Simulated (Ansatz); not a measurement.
Pt (Fm-3m), work and stress of cleavage

Level of theory: DFT PBEsol, scalar-relativistic, plane waves, PAW (Ansatz). Cutoff 420 eV, Γ-centred 24×24×5 k-points, Gaussian smearing of 0.15 eV. Spin–orbit coupling is left out, which can shift energies with elements as heavy as these. No spin polarisation. Energies are free energies at this smearing, counted from the undisturbed cell; pressure is positive in compression.

The undisturbed cell (relaxed at this level; with this scan's settings it stands at 0.1 GPa):

```
CELL_PARAMETERS angstrom
1.95903 -1.95903 0.00000
1.95903 0.00000 -1.95903
7.83612 7.83612 7.83612
ATOMIC_POSITIONS crystal
Pt 0.66667 0.66667 0.08332
Pt 0.00000 0.00000 0.91665
Pt 0.33333 0.33333 0.24998
Pt 0.66667 0.66667 0.58332
Pt 0.00000 0.00000 0.41665
Pt 0.33333 0.33333 0.74998
```

The cut lies on the cell's a–b face, a (1 1 1) plane (indices in the standard cell, whose axes needn't be the Cartesian ones shown) of area 6.65 Å², between layers 2.26 Å apart. Vector c is lengthened by d along the normal with the atoms' Cartesian places fixed: one unrelaxed cut a cell. The traction is positive where the two halves pull on each other.

```
d (Å) energy (J/m²) traction (GPa)
-0.30           1.07           -83.9
-0.15           0.22           -32.4
 0.00           0.00             0.0
 0.25           0.38            25.3
 0.50           1.10            30.2
 0.75           1.81            26.4
 1.00           2.40            20.3
 1.50           3.13            10.0
 2.00           3.48             4.3
 3.00           3.67             0.6
 4.50           3.69             0.0
 6.00           3.69             0.0
```

Question: What are the work of separation and the cleavage stress, and do they fit the universal binding curve?

Answer: The energy levels off near W ≈ 3.69 J/m² (the traction is down to 0.0 GPa), the energy of the two unrelaxed faces, 1.85 J/m² each on average. The largest sampled traction is 30.2 GPa at d = 0.50 Å, and a parabola through it and its two neighbours peaks at σ_max ≈ 30.2 GPa, d ≈ 0.52 Å. The curve E = W[1 − (1 + d/ℓ)exp(−d/ℓ)] peaks in traction at d = ℓ with σ_max = W/(eℓ); with 1 J/m² per Å = 10 GPa this W and σ_max give ℓ = 0.45 Å. A parabola through that curve at the same three d peaks at 0.49 Å, against 0.52 Å here, a fair fit. Real crystals break at far lower stress, because cracks concentrate it, and on the plane of lowest W, which needn't be this one.

The cut is rigid; relaxing the faces lowers these energies and usually the stresses.

In a metal these slopes depend on the k mesh and the smearing.

Cost: 12 runs of about 19 core-minutes in all, on Arm Neoverse V2 (shared hosts).